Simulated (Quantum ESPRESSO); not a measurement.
Runs of Quantum ESPRESSO 7.5 on PbSe (Clausthalite). The structure is cubic, space group Fm-3m (No. 225). The conventional cell has a = 6.121 Å, b = 6.121 Å, c = 6.121 Å, α = 90.00°, β = 90.00°, γ = 90.00°. Pb (site symmetry m-3m) has 6 Se at 3.06 Å as nearest neighbours. Se (site symmetry m-3m) is surrounded by 6 Pb at 3.06 Å. 

```csv
level,potentials or basis,form of the LDA correlation,pressure (GPa)
PBE,GBRV 1.5 PBE,-,2.3
BLYP,GBRV 1.5 PBE,-,5.8
AM05,GBRV 1.5 PBE,-,0.0
LDA,GBRV 1.5 LDA,PZ81,(b)
PBEsol,GBRV 1.5 PBEsol,-,(a)
WC,GBRV 1.5 PBE,-,-0.5
```

Alike in all rows: task dielectric tensor; no spin polarisation; cell as given; k mesh 6 × 6 × 6, shifted; cutoff (eV) 612; smearing fermi-dirac 0.05 eV.

**Question.** Estimate the missing entries.

**Answer.** (a) -0.6; (b) -2.3.

Caveats: the potentials were made for another functional, which shifts forces and pressure (some runs); the cell is more than 3 GPa from zero pressure, which shifts response properties (some runs).
